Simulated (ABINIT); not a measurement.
Crystal: As.

```
As
1.0
     1.82500   -5.50000    0.00000
     1.82500    5.50000    0.00000
     0.00000    0.00000    4.47000
As
4
Direct
  0.39000 0.61000 0.56000
  0.89000 0.11000 0.94000
  0.61000 0.39000 0.44000
  0.11000 0.89000 0.06000
```

This isn't the form of As at room conditions, which is rhombohedral.

```yaml
Program: ABINIT 10.8.3 (patched build)
Task: single point
Functional: PBEsol
Potentials_or_basis: JTH PAW PBE v2.0
Cutoff: 408 eV
k_mesh: 8 × 8 × 6
Occupations: fermi-dirac, width 0.05 eV
Spin: no spin polarisation
```

On this cell: pressure -0.2 GPa; largest force 0.103 eV/Å; band gap on the k mesh none (metal or under the smearing width).

The same run follows on a disturbed copy (atoms moved at random, drawn with an rms of 0.05 Å):

```
As
1.0
     1.82500   -5.50000    0.00000
     1.82500    5.50000    0.00000
     0.00000    0.00000    4.47000
As
4
Direct
  0.37537 0.60335 0.55866
  0.88654 0.10528 0.93966
  0.61829 0.39250 0.43957
  0.11427 0.89248 0.05694
```

Q: What does the disturbed cell give?

A: The energy (extrapolated to zero smearing) moves by +4.4 meV/atom; pressure -1.2 GPa; largest force 0.420 eV/Å; band gap on the k mesh none (metal or under the smearing width).

Forces on the atoms (eV/Å):
```
As   0.188 -0.360  0.108
As  -0.097  0.085 -0.077
As  -0.086  0.365 -0.175
As  -0.004 -0.090  0.144
```

Stress tensor (GPa, compression positive):
```
 0.13  0.45 -0.47
 0.45 -1.83  0.12
-0.47  0.12 -1.81
```

Caveats: the PAW data sets were made with another functional, which shifts forces and pressure a little.
